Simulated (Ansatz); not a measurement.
# MoS2: the cost of one run

Method: DFT PBE+U (U = 5 eV, J = 0.7 eV on Mo d), plane waves, PAW, in Ansatz 0.2.0.

### Step 1. Starting point

Symmetry: Fm-3m, No. 225, cubic system. Conventional cell: a = 5.992 Å, b = 5.992 Å, c = 5.992 Å, α = 90.00°, β = 90.00°, γ = 90.00°. Around Mo (site symmetry m-3m) lie 8 S at 2.59 Å. S (site symmetry -43m) has 4 Mo at 2.59 Å in its first shell of neighbours.

As a file:

```xyz
3
Lattice="0.0000 2.9960 2.9960 2.9960 0.0000 2.9960 2.9960 2.9960 0.0000" Properties=species:S:1:pos:R:3 pbc="T T T"
Mo    0.0000    0.0000    0.0000
S     1.4980    1.4980    1.4980
S     4.4939    4.4939    4.4939
```

Magnetic order typed: ferromagnetic.

### Step 2. From atoms, symmetry kept, no search

Contents of input.yaml:

```yaml
crystal:
  lattice:
    - [0.0, 2.99595142, 2.99595142]
    - [2.99595142, 0.0, 2.99595142]
    - [2.99595142, 2.99595142, 0.0]
  atoms:
    - { symbol: Mo, position: [0.0, 0.0, 0.0], spin: 2.0 }
    - { symbol: S, position: [0.25, 0.25, 0.25] }
    - { symbol: S, position: [0.75, 0.75, 0.75] }
basis:
  ecutwfc: 420
  ecutrho_ratio: 4
kpoints:
  mp_grid: { grid: [6, 6, 6] }
hamiltonian:
  xc: pbe
  hubbard: { sites: [{ site: 0, l: d, u: 5.0, j: 0.7 }] }
scf:
  occupations: { method: gaussian, width: 0.05 }
  lower_state_search: "off"
  max_iter: 150
output:
  forces: true
  stress: true
  eigenvalues: true
  populations: true
  hubbard: { sites: [{ site: 0, l: d }] }
magnetization:
  spin_polarized: true
```

Command:

```sh
> ansatz run input.yaml --threads 2 --pin off --max-ram 3072MiB --backend cpu --events-out ev --progress --plain --runs-dir out
```

What time and memory should one allow on 2 threads of Arm Neoverse N1, shared host?

About 5.7 s, with a peak of 0.37 GiB.
